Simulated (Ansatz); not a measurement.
## MgTe

```
Mg Te
1.0
     4.54000    0.00000    0.00000
    -2.27000    3.93176    0.00000
     0.00000    0.00000    7.39500
Mg Te
2 2
Cartesian
  0.0000 2.6212 0.0000
  2.2700 1.3106 3.6975
  0.0000 2.6212 2.7361
  2.2700 1.3106 6.4336
```

Atoms are numbered in the order listed.

The cell is COD entry 1538744, as deposited and not checked against the literature; nothing was relaxed.

Spin–orbit coupling is left out, though it moves levels of the heavy atoms by tenths of an eV or more.

Levels of theory: DFT, PBE, all-electron LAPW, scalar-relativistic (Ansatz 0.2.0); DFT, PBE, PAW with Ansatz's default frozen-core files, scalar-relativistic (Ansatz 0.2.0).

For LAPW: a Γ-centred 10×10×6 k mesh, Fermi–Dirac smearing of 0.05 eV, basis error target 1 meV/atom, no spin polarisation. PAW takes a cutoff of 420 eV at this cell. The Ansatz runs share mesh, smearing and spin set-up. Values come from LAPW unless marked.

* Pressure at this cell: 1.66 GPa
* Band gap: 2.54 eV, direct at Γ
* Stress xx, yy, zz (compression positive): 1.27, 1.27, 2.45 GPa
* Largest force: 0.00423 Ha/bohr on Mg1
* Löwdin charges (with 0.31 e of the cell spilling out of the atomic basis, so their sizes and signs hang on that basis): Mg1 1.32, Te3 -1.17 e
* Bader charges (from the PAW run): Mg1 +1.54, Te3 -1.54 e
* Volume per atom: 33.00 Å³
